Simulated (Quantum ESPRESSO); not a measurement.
# Ga2O in Quantum ESPRESSO: the effect of functional

Crystal: Ga2O.

```
CELL_PARAMETERS angstrom
3.75268 0.00000 0.00000
-1.87634 3.24992 0.00000
0.00000 0.00000 3.73705
ATOMIC_POSITIONS crystal
Ga 0.66667 0.33333 0.50000
Ga 0.33333 0.66667 0.50000
O 0.00000 0.00000 0.00000
```

The cell was built by a generator and needn't be a form met in nature.

Alike in all runs:

```yaml
Program: Quantum ESPRESSO 7.5
Task: phonon dispersion
Cutoff: 1143 eV
Density_cutoff: 4572 eV
k_mesh: 4 × 4 × 4, shifted
Occupations: fermi-dirac, width 0.05 eV
Spin: no spin polarisation
```

Each run relaxes the cell or the atoms first.

| functional | potentials or basis | relaxed volume (Å³/atom) | highest phonon frequency (cm⁻¹) |
| --- | --- | --- | --- |
| LDA | PseudoDojo 0.4.1 SR LDA standard | 14.08 | 316 |
| PBE | PseudoDojo 0.4.1 SR PBE standard | 15.46 | 289 |
| PBEsol | PseudoDojo 0.4.1 SR PBEsol standard | ? | ? |

What does the run with functional PBEsol give?

Relaxed volume 14.59 Å³/atom; highest phonon frequency 302 cm⁻¹.

Caveats: all runs use coarse meshes; the mesh is thin for the phonons of a metal; some modes are imaginary; the layers were relaxed without a dispersion term, so their spacing and the soft interlayer modes are unreliable; before the sum rule the acoustic modes lie tens of cm⁻¹ from zero, a sign that the density grid also shifts the optical modes (some runs).
